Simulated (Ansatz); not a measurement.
**TePb: a single-point run**

Wanted: a converged single-point run for TePb, and a check of what comes out. The structure is shown as the input types it.

Computed with Ansatz 0.2.0 (density functional or hybrid calculation with the settings of its input, plane waves (as first typed), unless a step's input says otherwise).

2 further runs of the same task are left out: 2 that didn't finish.

### 1 The starting structure

The structure is cubic, space group Fm-3m (No. 225). Conventional cell: a = 6.536 Å, b = 6.536 Å, c = 6.536 Å, α = 90.00°, β = 90.00°, γ = 90.00°. Te (site symmetry m-3m) has 6 Pb at 3.27 Å as nearest neighbours. Pb (site symmetry m-3m) has 6 Te at 3.27 Å as nearest neighbours.

Coordinates:

```cif
data_structure
_symmetry_space_group_name_H-M 'Fm-3m'
_symmetry_Int_Tables_number 225
_cell_length_a 6.5357
_cell_length_b 6.5357
_cell_length_c 6.5357
_cell_angle_alpha 90.000
_cell_angle_beta 90.000
_cell_angle_gamma 90.000
_cell_volume 279.18
loop_
_atom_site_label
_atom_site_type_symbol
_atom_site_symmetry_multiplicity
_atom_site_Wyckoff_symbol
_atom_site_fract_x
_atom_site_fract_y
_atom_site_fract_z
_atom_site_occupancy
Te1 Te 4 b 0.50000 0.00000 0.00000 1
Pb1 Pb 4 a 0.00000 0.00000 0.00000 1
```

### 2 Running it

Contents of input.yaml:

```yaml
crystal:
  lattice:
    - [0.0, 3.2678555508, 3.2678555508]
    - [3.2678555508, 0.0, 3.2678555508]
    - [3.2678555508, 3.2678555508, 0.0]
  atoms:
    - { symbol: Te, position: [0.5, 0.5, 0.5] }
    - { symbol: Pb, position: [0.0, 0.0, 0.0] }
kpoints:
  mp_grid: { grid: [6, 6, 6] }
hamiltonian:
  xc: pbesol
scf:
  occupations: { method: fixed }
  n_extra_bands: 4
  convergence: { dr2_threshold: 0.01 }
  max_iter: 73
output:
  forces: true
  stress: true
  eigenvalues: true
```

Run with:

```
> ansatz run input.yaml --threads 4 --pin off --max-ram 3686MiB --backend cpu --events-out ev --progress --plain --runs-dir out
```

**Question.** How will this run end, and is anything wrong with its input?

The run converged and reported no error, with warnings (force scf threshold loose, stress scf threshold loose). Its log warns: «scf.convergence.dr2_threshold = 1e-2 eV is looser than this run's default, which is 1e-7 eV or tighter. The error in the forces grows as the threshold's square root ...»

The threshold asked is loose, but the program put off the close and ended at dr2 = 7.4e-9, so little accuracy was lost here.

The test: delete scf.convergence.dr2_threshold (the default then holds).
